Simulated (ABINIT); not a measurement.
Crystal: Ge.

```
Ge
1.0
     0.00000    2.82891    2.82891
     2.82891    0.00000    2.82891
     2.82891    2.82891    0.00000
Ge
2
Direct
  0.75000 0.75000 0.75000
  0.50000 0.50000 0.50000
```

```yaml
Program: ABINIT 10.8.3 (patched build)
Task: relaxation of cell and atoms
Functional: PBE
Potentials_or_basis: PseudoDojo NC SR PBE v0.4.1 standard
Cutoff: 1061 eV
k_mesh: 6 × 6 × 6
Occupations: fermi-dirac, width 0.05 eV
Spin: no spin polarisation
```

At the start: pressure 3.8 GPa; volume 22.64 Å³/atom.

Question: How do energy, volume and symmetry change on relaxing?

Answer: Over 4 steps the energy falls by 15.6 meV/atom and the volume is 24.00 Å³/atom (+6.0 %); space group Fd-3m (No. 227, to 0.05 Å).

The path:
| step | energy change (eV) | largest force (eV/Å) | pressure (GPa) | volume (Å³) |
| --- | --- | --- | --- | --- |
| 1 | 0.0000 | 0.0000 | 3.81 | 45.28 |
| 2 | -0.0113 | 0.0000 | 3.02 | 45.81 |
| 3 | -0.0312 | 0.0000 | 0.03 | 47.97 |
| 4 | -0.0312 | 0.0000 | 0.00 | 48.00 |

Final structure:
```
Ge
1.0
     0.00000    2.88448    2.88448
     2.88448    0.00000    2.88448
     2.88448    2.88448    0.00000
Ge
2
Direct
  0.75000 0.75000 0.75000
  0.50000 0.50000 0.50000
```

The cell as given is a measured one (22.64 Å³/atom); PBE puts the equilibrium volume +6.0 % from it, thermal expansion not counted.
